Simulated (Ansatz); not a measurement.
## What a trial cell of Bi relaxes into

Method: DFT PBE, scalar-relativistic, plane waves, PAW (Ansatz 0.2.0). Cutoff 420 eV, Γ-centred k mesh, Gaussian smearing, no spin polarisation in the final step.

The start is a random cell of Bi without symmetry, drawn with lower limits on the distances.

```yaml
crystal:
  lattice:
    - [5.04126, 0.00000, 0.00000]
    - [2.67210, 8.54903, 0.00000]
    - [-1.61690, -1.10097, 5.14237]
  atoms:
    - { symbol: Bi, position: [0.43739, 0.90002, 0.57477] }
    - { symbol: Bi, position: [0.54817, 0.20625, 0.83437] }
    - { symbol: Bi, position: [0.85866, 0.65145, 0.01986] }
    - { symbol: Bi, position: [0.27154, 0.50391, 0.16577] }
    - { symbol: Bi, position: [0.72158, 0.40727, 0.53220] }
```

Cell and atoms relax at zero pressure; the relaxation can't lower the symmetry of the start. After a coarse first stage the cell is made exact in the group found at 0.06 Å.

Energies count from the standard state of Bi at the same level.

**Question.** Describe the relaxed structure.

**Answer.** It ends in C2/m (No. 12). Conventional cell: a = 7.814 Å, b = 4.511 Å, c = 10.386 Å, β = 104.2°. Bi on Wyckoff site b (1 atom of the primitive cell) has 6 Bi at 3.30–3.31 Å; Bi on Wyckoff site i (2 atoms of the primitive cell) is coordinated by 6 Bi at 3.29–3.31 Å; Bi on Wyckoff site i (2 atoms of the primitive cell) is coordinated by 6 Bi at 3.26–3.30 Å.

```xyz
5
Lattice="3.9069 -2.2553 0.0000 3.9069 2.2553 0.0000 -2.5507 0.0000 10.0678" Properties=species:S:1:pos:R:3 pbc="T T T"
Bi    3.9069    0.0000    0.0000
Bi   -1.2613    0.0000    8.0403
Bi    6.5243    0.0000    2.0275
Bi    3.9264    0.0000    4.0427
Bi    1.3366    0.0000    6.0251
```

**Question.** What are its volume, energy, density and gap?

**Answer.** The volume per atom is 35.48 Å³ and the density is 9.78 g/cm³. The energy over the standard structure is 0.08 eV/atom and the gap on the 10×10×4 mesh is 0 eV (a metal).

The final run used a 10×10×4 mesh on its 5-atom cell and 0.10 eV smearing. The k mesh leaves about 4 meV/atom of noise in metals. Spin–orbit coupling is left out. Symmetry constrained the relaxation, so the result can be a saddle point. The steps took roughly 30 core-minutes in all.